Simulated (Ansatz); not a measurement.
# La2O3: relaxation of cell and atoms with PBEsol

The system is La2O3.

```
La O
1.0
     6.26678    0.00000    0.00000
    -3.13339    5.42719    0.00000
     0.00000    0.00000    3.29977
La O
2 3
Direct
  0.66667 0.33333 0.50000
  0.33333 0.66667 0.50000
  0.50801 0.00000 0.00000
  0.00000 0.50801 0.00000
  0.49199 0.49199 0.00000
```

The cell comes from a database or a generator and needn't be the stable form of this composition.

```yaml
Program: Ansatz 0.2.0
Task: relaxation of cell and atoms
Functional: PBEsol
Potentials_or_basis: Ansatz PAW
Cutoff: "420 eV (not typed: the program's choice for these potentials)"
k_mesh: 4 × 4 × 6
Occupations: fermi-dirac, width 0.05 eV
Spin: no spin polarisation
Target_pressure: 5 GPa
Target_pressure_GPa: 5
```

- Relaxed volume: 21.27 Å³/atom
- Relaxed cell: a = 6.165 Å, b = 6.165 Å, c = 3.231 Å, α = 90.00°, β = 90.00°, γ = 120.00°
- Space group after relaxing (to 0.05 Å): P6/mmm (No. 191)
- Energy change on relaxing (the enthalpy is what falls): +11.8 meV/atom
- Ionic steps: 7
- Pressure after relaxing: 5.0 GPa
- Band gap on the k mesh: 1.14 eV, indirect (least direct gap 1.84 eV)

Step by step:
```
step  energy change (eV)  largest force (eV/Å)  volume (Å³)
   1              0.0000                0.0613       112.23
   2              0.0510                0.0135       106.47
   3              0.0438                0.0060       106.57
   4              0.0451                0.0008       106.52
   5              0.0540                0.0008       106.52
   6              0.0583                0.0001       106.37
   7              0.0588                0.0001       106.37
```

Final structure:
```
La O
1.0
     6.16532    0.00000    0.00000
    -3.08266    5.33933    0.00000
     0.00000    0.00000    3.23144
La O
2 3
Cartesian
  3.0827 1.7798 1.6157
  0.0000 3.5596 1.6157
  3.0828 0.0000 0.0000
  -1.5414 2.6698 0.0000
  1.5413 2.6696 0.0000
```

Levels at points of the mesh, in eV from the valence-band top:
| k point | band 16 | band 17 | band 18 | band 19 | band 20 | band 21 | band 22 | band 23 | band 24 | band 25 |
| --- | --- | --- | --- | --- | --- | --- | --- | --- | --- | --- |
| (0.00, 0.00, 0.00) | -2.41 | -1.29 | -1.29 | -1.11 | -0.70 | 1.14 | 3.27 | 3.83 | 3.83 | 4.77 |
| (0.00, 0.00, -0.50) | -1.72 | -1.62 | -1.62 | -0.68 | 0.00 | 4.19 | 4.23 | 4.26 | 4.26 | 4.29 |
| (0.00, -0.50, 0.00) | -2.10 | -2.09 | -1.60 | -1.44 | -1.24 | 2.37 | 3.28 | 4.16 | 4.24 | 4.28 |
| (0.00, -0.50, -0.50) | -2.14 | -1.87 | -1.84 | -1.07 | -0.82 | 4.19 | 4.31 | 4.33 | 4.38 | 4.47 |

Run time: 26 s on 2 threads of Intel(R) Xeon(R) Processor @ 2.70GHz (shared host), peak memory 0.41 GiB.

Caveat: the plane-wave basis is chosen anew once the cell has moved, so the energies of steps on either side of that aren't comparable; the pressure holds a Pulay correction of +0.4 GPa for the finite cutoff; spin-orbit coupling is left out, which moves the levels of the heavy elements; the PAW data sets come from PBE, with cores solved anew for the run's functional, which leaves a small shift of forces and pressure. A k mesh can miss the band edges.
